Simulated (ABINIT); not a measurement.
# A GW chain in ABINIT: SiC (F-43m)

Aim: the G0W0 gap of SiC (F-43m) on PBE, step by step.

Calculated with ABINIT 10.8.3; PBE and many-body steps on it, plane waves.

**What was measured.**

- Gap 2.4 eV: Tauc optical (indirect) gap of annealed polycrystalline 3C-SiC; UV-VIS spectroscopic ellipsometry, Tauc analysis; film (CVD ultrathin polycrystalline film, annealed, about 5 nm grains) (“On-Demand CMOS-Compatible Fabrication of Ultrathin Self-Aligned SiC Nanowire Arrays”, 2018, pmc:6267454).

- Gap 2.39 eV: band gap at cryogenic temperature; bulk crystal (literature value) (quoted in “Silicon carbide diodes for neutron detection”, 2020, arxiv:2009.14696).

This is a report of a sequence of runs, with most program output left out.

### Step 1. Starting point

It takes space group F-43m (No. 216, cubic). The conventional cell has a = 4.358 Å, b = 4.358 Å, c = 4.358 Å, α = 90.00°, β = 90.00°, γ = 90.00°. Si has 4 C at 1.89 Å nearest. Nearest to C lie 4 Si at 1.89 Å. Farther neighbours are not listed.

The cell and positions come from the Crystallography Open Database and are kept as given unless a step says otherwise.

### Step 2. Ground state

This step: ABINIT 10.8.3; DFT, PBE, plane waves, norm-conserving pseudopotentials.

The ground-state density comes first.

Input file run.abi:

```
acell 3*1.0 Angstrom
rprim 
  -0.000000000000 2.179000000000 2.179000000000
  2.179000000000 -0.000000000000 2.179000000000
  2.179000000000 2.179000000000 -0.000000000000
ntypat 2
znucl 14 6
natom 2
typat 1 2
xred 
  0.000000000000 0.000000000000 0.000000000000
  0.250000000000 0.250000000000 0.250000000000
pp_dirpath "pseudos"
pseudos "Si.upf, C.upf"
ecut 37
ngkpt 8 8 8
nshiftk 1
shiftk 0 0 0
kptopt 1
chksymbreak 0
nband 9
occopt 1
tolvrs 1e-10
nstep 60
prtwf 0
optforces 0
optstress 0
indata_prefix "in"
outdata_prefix "out"
tmpdata_prefix "tmp"
```

On the command line:

```console
$ OMP_NUM_THREADS=1 mpirun -n 8 abinit run.abi > log
```

Wall time 2.6 s (8 MPI ranks of Arm Neoverse V2, shared host); peak memory 0.07 GiB.

This step gave:

```
total energy               : -279.4551 eV
gap                        : 1.361 eV
k of the valence top       : 0, 0, 0
k of the conduction bottom : 0.5, 0.5, 0
least direct gap           : 4.553 eV
```

The gap is indirect, with the least direct gap 3.19 eV higher.

### Step 3. Bands along the symmetry lines

The cheap functional maps the bands first; the places of the edges decide which points the dearer methods must see.

Input file run.abi:

```
acell 3*1.0 Angstrom
rprim 
  -0.000000000000 2.179000000000 2.179000000000
  2.179000000000 -0.000000000000 2.179000000000
  2.179000000000 2.179000000000 -0.000000000000
ntypat 2
znucl 14 6
natom 2
typat 1 2
xred 
  0.000000000000 0.000000000000 0.000000000000
  0.250000000000 0.250000000000 0.250000000000
pp_dirpath "pseudos"
pseudos "Si.upf, C.upf"
ecut 37
iscf -2
irdden 1
kptopt 0
nkpt 50
kpt 
  0.00000000 0.00000000 0.00000000
  -0.06250000 -0.06250000 0.00000000
  -0.12500000 -0.12500000 0.00000000
  -0.18750000 -0.18750000 0.00000000
  -0.25000000 -0.25000000 0.00000000
  -0.31250000 -0.31250000 0.00000000
  -0.37500000 -0.37500000 0.00000000
  -0.43750000 -0.43750000 0.00000000
  -0.50000000 -0.50000000 0.00000000
  -0.48437500 -0.48437500 0.03125000
  -0.46875000 -0.46875000 0.06250000
  -0.45312500 -0.45312500 0.09375000
  -0.43750000 -0.43750000 0.12500000
  -0.42187500 -0.42187500 0.15625000
  -0.40625000 -0.40625000 0.18750000
  -0.39062500 -0.39062500 0.21875000
  -0.37500000 -0.37500000 0.25000000
  -0.37500000 0.00000000 0.37500000
  -0.32812500 0.00000000 0.32812500
  -0.28125000 0.00000000 0.28125000
  -0.23437500 0.00000000 0.23437500
  -0.18750000 0.00000000 0.18750000
  -0.14062500 0.00000000 0.14062500
  -0.09375000 0.00000000 0.09375000
  -0.04687500 0.00000000 0.04687500
  0.00000000 0.00000000 0.00000000
  0.00000000 0.00000000 0.06250000
  0.00000000 0.00000000 0.12500000
  0.00000000 0.00000000 0.18750000
  0.00000000 0.00000000 0.25000000
  0.00000000 0.00000000 0.31250000
  0.00000000 0.00000000 0.37500000
  0.00000000 0.00000000 0.43750000
  0.00000000 0.00000000 0.50000000
  -0.06250000 -0.03125000 0.46875000
  -0.12500000 -0.06250000 0.43750000
  -0.18750000 -0.09375000 0.40625000
  -0.25000000 -0.12500000 0.37500000
  -0.31250000 -0.15625000 0.34375000
  -0.37500000 -0.18750000 0.31250000
  -0.43750000 -0.21875000 0.28125000
  -0.50000000 -0.25000000 0.25000000
  -0.50000000 -0.28125000 0.21875000
  -0.50000000 -0.31250000 0.18750000
  -0.50000000 -0.34375000 0.15625000
  -0.50000000 -0.37500000 0.12500000
  -0.50000000 -0.40625000 0.09375000
  -0.50000000 -0.43750000 0.06250000
  -0.50000000 -0.46875000 0.03125000
  -0.50000000 -0.50000000 0.00000000
istwfk *1
nband 14
nbdbuf 5
tolwfr 1e-07
nstep 50
prtwf 0
prtvol 0
indata_prefix "in"
outdata_prefix "out"
tmpdata_prefix "tmp"
```

It took 2.5 s on 8 MPI ranks; peak memory 0.07 GiB; 19 s of CPU time.

This step gave:

* gap: 1.361 eV
* k of the valence top: 0, 0, 0
* k of the conduction bottom: -0.5, -0.5, 0
* least direct gap: 4.553 eV

The gap is 1.361 eV, as in the run before at this level.

Electronic bands along the path, in eV, zero at the top of the highest filled band; v1 is the highest filled band, c1 the lowest empty one:

| point | v4 | v3 | v2 | v1 | c1 | c2 | c3 | c4 |
| --- | --- | --- | --- | --- | --- | --- | --- | --- |
| Γ | -15.41 | 0.00 | 0.00 | 0.00 | 6.22 | 7.31 | 7.31 | 7.31 |
| halfway | -13.81 | -3.35 | -1.94 | -1.94 | 4.06 | 6.35 | 10.58 | 10.58 |
| X | -10.39 | -7.80 | -3.19 | -3.19 | 1.36 | 4.33 | 14.00 | 14.00 |
| halfway | -10.34 | -7.64 | -4.23 | -3.04 | 2.10 | 5.31 | 13.33 | 13.54 |
| U | -10.39 | -7.28 | -5.55 | -2.60 | 3.11 | 7.78 | 11.84 | 12.45 |
| jump to K | -10.39 | -7.28 | -5.55 | -2.60 | 3.11 | 7.78 | 11.84 | 12.45 |
| halfway | -13.64 | -4.48 | -2.93 | -0.54 | 6.77 | 7.84 | 8.25 | 9.05 |
| Γ | -15.41 | 0.00 | 0.00 | 0.00 | 6.22 | 7.31 | 7.31 | 7.31 |
| halfway | -14.21 | -4.30 | -0.61 | -0.61 | 5.99 | 7.91 | 7.91 | 9.35 |
| L | -11.84 | -8.54 | -1.05 | -1.05 | 5.43 | 7.23 | 7.23 | 10.05 |
| halfway | -11.20 | -7.83 | -3.71 | -2.26 | 5.25 | 7.28 | 10.15 | 11.00 |
| W | -10.16 | -7.03 | -4.99 | -4.69 | 5.21 | 9.44 | 9.45 | 9.79 |
| halfway | -10.28 | -7.49 | -4.07 | -4.05 | 3.06 | 6.02 | 11.94 | 13.32 |
| X | -10.39 | -7.80 | -3.19 | -3.19 | 1.36 | 4.33 | 14.00 | 14.00 |

### Step 4. Empty states on the mesh, 6×6×6 mesh, 165 bands

The sums over transitions need many empty states on a uniform mesh; this step solves for them.

Input file run.abi:

```
acell 3*1.0 Angstrom
rprim 
  -0.000000000000 2.179000000000 2.179000000000
  2.179000000000 -0.000000000000 2.179000000000
  2.179000000000 2.179000000000 -0.000000000000
ntypat 2
znucl 14 6
natom 2
typat 1 2
xred 
  0.000000000000 0.000000000000 0.000000000000
  0.250000000000 0.250000000000 0.250000000000
pp_dirpath "pseudos"
pseudos "Si.upf, C.upf"
ecut 37
ngkpt 6 6 6
nshiftk 1
shiftk 0 0 0
kptopt 1
chksymbreak 0
irdden 1
istwfk *1
nband 165
prtvol 0
optdriver 6
gwr_task "HDIAGO"
paral_kgb 0
occopt 1
indata_prefix "in"
outdata_prefix "out"
tmpdata_prefix "tmp"
```

The job ended after 6.8 s (8 MPI ranks; peak memory 1.5 GiB; 53 s of CPU time).

This step gave:

| Quantity | Value |
| --- | --- |
| gap | 1.361 eV |
| k of the valence top | 0, 0, 0 |
| k of the conduction bottom | 0.5, 0.5, 0 |
| least direct gap | 4.553 eV |
| k points computed | 16 |
| lowest point of the top converged band, above the valence top | 198.3907 eV |

On this mesh the gap is 1.361 eV.

### Step 5. Screening, 6×6×6 mesh, 157 bands, screening to 359.2 eV

The RPA dielectric matrix is built and inverted for each q.

This step: RPA screening on PBE, plane waves, norm-conserving pseudopotentials.

run.abi: that of step 4 with these lines changed.

```diff
@@ -20,10 +20,11 @@
 chksymbreak 0
-irdden 1
 istwfk *1
-nband 165
-prtvol 0
-optdriver 6
-gwr_task "HDIAGO"
-paral_kgb 0
 occopt 1
+irdwfk 1
+optdriver 3
+nband 157
+ecuteps 13.2
+inclvkb 2
+awtr 1
+symchi 1
 indata_prefix "in"
```

Elapsed: 39 s, on 8 MPI ranks; peak memory 1.6 GiB; 5.2 min of CPU time.

This step gave:

- ε∞ with local fields, on this mesh, along the program's q direction: 7.082
- the same without local fields: 7.744
- plasma frequency: 23.09 eV
- plane waves in the screening matrix: 331

Local fields lower ε∞ by 9 %.

### Step 6. Self-energy, 6×6×6 mesh, 157 bands, screening to 359.2 eV

The self-energy is evaluated for the states that the input lists, and the levels follow from it, in one-shot runs by the linearised quasiparticle equation.

This step: G0W0 on PBE, plane waves, norm-conserving pseudopotentials.

run.abi: that of step 5 with these lines changed.

```diff
@@ -23,8 +23,19 @@
 irdwfk 1
-optdriver 3
+optdriver 4
 nband 157
+gwcalctyp 0
+ecutsigx 37
+symsigma 1
+nkptgw 3
+kptgw 
+  0.0000000000 0.0000000000 0.0000000000
+  0.5000000000 0.5000000000 0.0000000000
+  0.5000000000 0.0000000000 0.0000000000
+bdgw 
+  2 8
+  3 6
+  3 7
 ecuteps 13.2
-inclvkb 2
-awtr 1
-symchi 1
+irdscr 1
+ppmodel 1
 indata_prefix "in"
```

Run time: 34 s. Hardware: 8 MPI ranks; peak memory 2.1 GiB; 4.5 min of CPU time.

Numbers from this step:

```yaml
g0w0_gap_on_the_points_computed: 2.133 eV
starting_gap_on_the_mesh: 1.361 eV
k_of_the_valence_top: 0, 0, 0
k_of_the_conduction_bottom: 0.5, 0.5, 0
z_at_the_valence_top: 0.792
z_at_the_conduction_bottom: 0.82
least_direct_g0w0_gap_on_the_computed_points: 5.611 eV
```

The gap on the mesh goes from 1.36 eV to 2.13 eV, a correction of +0.77 eV.

Limits: finite bands, cutoff and mesh. v1 is the top filled band, c1 the lowest empty one. The levels before and after the correction (eV, zero at the valence-band top of each column):

```
           conduction bottom  valence top
Kohn-Sham               1.36         0.00
     G0W0               2.13         0.00
```

|  | level | energy (eV) |
| --- | --- | --- |
| Kohn-Sham | Γ v3-v1 | 0.000 |
| Kohn-Sham | Γ c1 | 6.223 |
| Kohn-Sham | Γ c2-c4 | 7.311 |
| Kohn-Sham | (0.5 0.5 0) v2-v1 | -3.192 |
| Kohn-Sham | (0.5 0.5 0) c1 | 1.361 |
| Kohn-Sham | (0.5 0.5 0) c2 | 4.333 |
| G0W0 | Γ v3-v1 | 0.000 |
| G0W0 | Γ c1 | 7.133 |
| G0W0 | Γ c2-c4 | 8.241 |
| G0W0 | (0.5 0.5 0) v2-v1 | -3.478 |
| G0W0 | (0.5 0.5 0) c1 | 2.133 |
| G0W0 | (0.5 0.5 0) c2 | 5.273 |

### Step 7. Where the time went

Times are wall times on 8 MPI ranks of Arm Neoverse V2, shared host, good to a factor of about two.

```csv
step,time,share,memory (GiB)
ground state,2.6 s,3 %,0.07
bands along the symmetry lines,2.5 s,3 %,0.07
empty states on the mesh,6.8 s,8 %,1.5
screening,39 s,46 %,1.6
self-energy,34 s,40 %,2.1
```

### Step 8. What came out

```json
{"PBE gap": "1.36 eV, indirect", "G0W0 gap on the mesh": "2.13 eV", "GW settings": "6×6×6 mesh, 157 bands, screening to 359.2 eV, Godby-Needs plasmon pole", "known limits": "not at the basis limit"}
```

**Reading.** G0W0 moves the gap on the mesh from 1.36 eV to 2.13 eV (+0.77 eV), with Z of 0.79 and 0.82 at the edges. Local fields lower the RPA ε∞ on this mesh from 7.74 to 7.08. Only 3 of the mesh's irreducible points were corrected, so a valley elsewhere could overtake. Against experiment, by G0W0@PBE: the gap of 2.13 eV lies −0.27 eV from the measured 2.4 eV (indirect, 2018); the gap of 2.13 eV lies −0.26 eV from the measured 2.39 eV (kind not stated, quoted 2020). The calculation has static nuclei and no excitons; a measured gap holds zero-point and thermal motion, which mostly lowers it. Bands and cutoff are finite, so the gap is not at the basis limit. The miss can reach some tenths of an eV and take either sign; the mesh is an error of its own. In the G0W0 run levels were corrected at 3 k points alone, so a gap called «on the mesh» is the least over those, and an edge elsewhere would be missed.

[Paths, hosts, dates, memory and timing lines, banners, echoed tables and standing remarks are left out of the program output.]

[Logs are printed without paths, hosts, clocks, repeated set-up lines and the standing remarks that a program may print on its own settings, such as how far it seeks lower states.]

[Runs of the session that timed out or met a known fault of the program may be left out.]

[Hosts, paths, dates, database ids (printed as entryN), source tags and the programs' standing remarks are cut or masked in the printed files.]

[G0W0 gaps are taken among the corrected bands and points alone; a level outside them can change the order at an edge.]

[Where Ansatz stands beside ABINIT at settings called matched, ABINIT's density can come from a denser mesh and the files from another edition; pairs whose starting gaps differed by over 0.03 eV were left out, so agreement reads better than it is.]
